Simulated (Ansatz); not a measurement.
# Course of a relaxation: Be

Recipe of this trial structure of Be: one element on all sites of the K type (P-1, No. 2). Lengths were set from tabulated atomic sizes, so they are only a guess.

```
CELL_PARAMETERS angstrom
2.08287 0.00000 0.00000
-0.00071 2.08505 0.00000
-1.01243 -1.03204 3.77944
ATOMIC_POSITIONS crystal
Be 0.36881 0.62096 0.75064
Be 0.63119 0.37904 0.24936
```

These are results of Ansatz 0.2.0, DFT PBE, scalar-relativistic, plane waves, PAW, not measurements. Cutoff 420 eV, Gaussian smearing, Γ-centred meshes. Cell and atoms relax first on a coarse mesh and then on a finer one. In between, the cell is made exact in the group found at 0.06 Å. In metals the finer mesh still leaves noise of several meV/atom or more. The steps can't lower the symmetry of their start. No spin polarisation.

Steps on the 8×8×4 mesh (2 atoms, 17 steps). The free energy counts from the last step; some steps are skipped; the plane-wave basis is renewed at times, which shifts energy and pressure.

| step | ΔF (meV/atom) | V (Å³/atom) | P (GPa) | largest force component (eV/Å) |
| --- | --- | --- | --- | --- |
| 1 | 612.2 | 8.21 | 12.65 | 0.092 |
| 3 | 471.7 | 9.05 | 0.76 | 0.525 |
| 5 | 291.5 | 9.47 | -7.70 | 0.719 |
| 6 | 208.7 | 9.08 | -4.55 | 0.268 |
| 8 | 119.3 | 8.33 | 0.44 | 0.585 |
| 10 | 26.5 | 7.80 | 1.71 | 0.120 |
| 12 | 6.0 | 7.88 | 0.37 | 0.048 |
| 13 | 2.3 | 7.89 | 0.69 | 0.005 |
| 15 | 1.4 | 7.94 | 0.01 | 0.001 |
| 17 | 0.0 | 7.94 | 0.14 | 0.003 |

The relaxed structure, after a last relaxation on the converged mesh:

```cif
data_structure
_symmetry_space_group_name_H-M 'Fm-3m'
_symmetry_Int_Tables_number 225
_cell_length_a 3.1568
_cell_length_b 3.1568
_cell_length_c 3.1568
_cell_angle_alpha 90.000
_cell_angle_beta 90.000
_cell_angle_gamma 90.000
_cell_volume 31.46
loop_
_atom_site_label
_atom_site_type_symbol
_atom_site_symmetry_multiplicity
_atom_site_Wyckoff_symbol
_atom_site_fract_x
_atom_site_fract_y
_atom_site_fract_z
_atom_site_occupancy
Be1 Be 4 a 0.00000 0.00000 0.00000 1
```

The symmetry goes from P-1 (No. 2) to Fm-3m (No. 225), and the primitive cell from 2 to 1 atom. The end has the fcc type. The volume per atom shrinks by 4.2 %, from 8.2 to 7.9 Å³. The shortest distance goes from 2.08 Å (Be–Be) to 2.23 Å (Be–Be). The energy falls by about 0.60 eV/atom (the start's value is from the coarse mesh). The end is written in a standard setting, so origin, axes and order of atoms can differ from the start's. Be is surrounded by 12 Be at 2.23 Å.

```
Volume per atom                             : 7.86 Å³
Density                                     : 1.90 g/cm³
Energy over the standard state              : +0.08 eV/atom
Gap on the 30×30×30 mesh of the 1-atom cell : 0 eV (a metal)
```

Energies count from the standard state of Be at the same level.

The last run used Gaussian smearing of 0.10 eV. A later test with randomly moved atoms came back to the same energy, though modes that don't fit the test's cell weren't probed. In all, the 5 runs took 41 s on 1 thread of Arm Neoverse V1 (shared host).
